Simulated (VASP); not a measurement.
# Settings for GaN: relaxation of the cell

GaN, P1 (no. 1), 4 atoms in the cell. PBE, relaxation of the cell; PAW potentials Ga_d, N (PBE set). VASP 6.6.1.

Wanted: cell lengths a, b, c within 0.2 %; volume within 0.4 %.

The series start from Relaxations run in a row: 2; Cutoff ENCUT (eV): 550; Force threshold EDIFFG (eV/Å): -0.01; Relaxation method: conjugate gradient, POTIM 0.5; Precision mode: Accurate. Each series keeps the choices made before it, and each single choice may use up half of a tolerance. Times cover all steps of a run.

## Relaxations run in a row

| Relaxations run in a row | Cell lengths a, b, c, largest deviation against the largest value | Volume (Å³/atom) | Time (s) |
|---|---|---|---|
| 1 | 0 % | 11.76 | 89 |
| 2 | 0 % | 11.76 | 102 |
| 3 (reference) | 0 % | 11.76 | 107 |

Chosen: 1, the loosest value from which every tighter one stays within half of the tolerance.

## Cutoff ENCUT (eV)

| Cutoff ENCUT (eV) | Cell lengths a, b, c, largest deviation against the largest value | Volume (Å³/atom) | Time (s) |
|---|---|---|---|
| 350 | 1.2 % | 11.35 | 47 |
| 400 | 0.51 % | 11.6 | 49 |
| 450 | 0.11 % | 11.73 | 61 |
| 500 | 0.0074 % | 11.77 | 65 |
| 550 | 0.016 % | 11.76 | 89 |
| 600 | 0.036 % | 11.75 | 83 |
| 700 | 0.029 % | 11.76 | 104 |
| 800 (reference) | 0 % | 11.77 | 136 |

Chosen: 500.

## Force threshold EDIFFG (eV/Å)

| Force threshold EDIFFG (eV/Å) | Cell lengths a, b, c, largest deviation against the largest value | Volume (Å³/atom) | Time (s) |
|---|---|---|---|
| -0.05 | 0.11 % | 11.78 | 41 |
| -0.02 | 0.021 % | 11.77 | 58 |
| -0.01 | 0.023 % | 11.77 | 65 |
| -0.005 | 0.0074 % | 11.76 | 72 |
| -0.002 (reference) | 0 % | 11.76 | 74 |

Chosen: -0.02.

## Relaxation method

| Relaxation method | Cell lengths a, b, c, largest deviation against the largest value | Volume (Å³/atom) | Time (s) |
|---|---|---|---|
| conjugate gradient, POTIM 0.5 | 0 % | 11.77 | 58 |
| conjugate gradient, POTIM 0.2 | 0.0065 % | 11.76 | 62 |
| conjugate gradient, POTIM 1.0 | 0.0042 % | 11.77 | 57 |
| quasi-Newton, POTIM 0.5 | 0.0038 % | 11.77 | 34 |
| quasi-Newton, POTIM 0.5, at least 5 electronic steps | 0.0038 % | 11.77 | 34 |
| velocity quench, POTIM 0.1 | 0.0025 % | 11.76 | 41 |

Chosen: quasi-Newton, POTIM 0.5, at least 5 electronic steps, the fastest of those that stay within half of the tolerance.

## Precision mode

| Precision mode | Cell lengths a, b, c, largest deviation against the largest value | Volume (Å³/atom) | Time (s) |
|---|---|---|---|
| Accurate | 0 % | 11.77 | 34 |
| Normal | 0.0038 % | 11.77 | 27 |
| High | 0.004 % | 11.77 | 31 |

Chosen: Normal; it saves 6.8 s of 34, so Accurate would do nearly as well.

## All choices together

| Input | Cell lengths a, b, c, largest deviation against the largest value | Volume (Å³/atom) | Time (s) |
|---|---|---|---|
| EDIFF and PREC left to the program (naive) | 0.065 % | 11.75 | 50 |
| chosen settings | 0.025 % | 11.77 | 27 |
| reference settings throughout | 0 % | 11.76 | 200 |

The tolerance is met.

Values of the reference run: Cell lengths a, b, c: 3.219, 3.219, 5.244 Å.

## The input

INCAR.step1:
```
SYSTEM = GaN
PREC = Normal ; ENCUT = 500
EDIFF = 1E-7 ; ISMEAR = 0
SIGMA = 0.05 ; LREAL = .False.
LASPH = .True. ; NELM = 100
ALGO = Normal ; LWAVE = .False.
LCHARG = .False. ; IBRION = 1
NSW = 60 ; ISIF = 3
EDIFFG = -0.02 ; POTIM = 0.5
KPAR = 8 ; NELMIN = 5
```

INCAR.step2, as INCAR.step1 but for:
```
- IBRION = 1
- NSW = 60
- ISIF = 3
- EDIFFG = -0.02
- POTIM = 0.5
- NELMIN = 5
+ NSW = 0
+ ISIF = 2
```

KPOINTS:
```
k-points
0
Gamma
  7 7 4
```

POSCAR.step1:
```
GaN
1.0
    3.2558150000     -0.0093680000     -0.0040180000
   -1.6360200000      2.8431640000      0.0193200000
   -0.0065270000      0.0324730000      5.2903640000
Ga N
2 2
Direct
    0.6751940000      0.3363210000      0.4993860000
    0.3244270000      0.6707070000      0.0001630000
    0.6640680000      0.3332950000      0.8746150000
    0.3363120000      0.6596770000      0.3758360000
```

POSCAR.step2:
```
GaN
1.0
    3.2193553707     -0.0011095296     -0.0002674700
   -1.6106260934      2.7885211401      0.0001315977
   -0.0003796563     -0.0002205871      5.2438669273
Ga N
2 2
Direct
    0.6671928516      0.3331659561      0.4991229252
    0.3328598449      0.6668691733     -0.0008729823
    0.6659536782      0.3335114251      0.8758754518
    0.3339946253      0.6664534456      0.3758746052
```

Commands (each step's output is kept before the next begins):
```
cat potpaw_PBE.64/Ga_d/POTCAR potpaw_PBE.64/N/POTCAR > POTCAR
cp INCAR.step1 INCAR
cp POSCAR.step1 POSCAR
mpirun -np 8 vasp_std > vasp.out
cp CONTCAR POSCAR
cp INCAR.step2 INCAR
cp POSCAR.step2 POSCAR
mpirun -np 8 vasp_std > vasp.out
```

The naive input happens to agree within the tolerance here, in 50 s.

Limits: the start was distorted on purpose (volume up by 6 %, random strain, atoms moved at random), so the space group given is the start's and not the crystal's.

The chosen input took VASP 6.6.1 27 s on 8 cores (Intel Xeon 6975P-C (Granite Rapids)), a shared host.

## An input that fails: cell relaxed at a low cutoff

It runs to its end, but against the unchanged starting input it is off by 1.5 % in the cell lengths a, b, c, 4.4 % in the volume.

Changes against the starting input:
```
(all steps)
- PREC = Accurate
- ENCUT = 550
+ PREC = Low
+ ENCUT = 350
(POSCAR.step3)
-    3.2190450413     -0.0006215495     -0.0000685674
-   -1.6100512476      2.7879527186     -0.0004686607
-   -0.0000673948     -0.0011359307      5.2438662345
+    3.1693180775     -0.0012994881     -0.0003195521
+   -1.5857789274      2.7466095009      0.0023179053
+   -0.0004795646      0.0038733073      5.1670532388
-    0.6668128969      0.3332264740      0.4991476649
-    0.3332275709      0.6666803214      0.9991468656
-    0.6664135061      0.3334780275      0.8758467271
-    0.3335470261      0.6666151771      0.3758587424
+    0.6668778865      0.3330790882      0.4993573006
+    0.3329826896      0.6665658345      0.9993513642
+    0.6661620063      0.3333822695      0.8756528704
+    0.3339784176      0.6669728077      0.3756384648
```
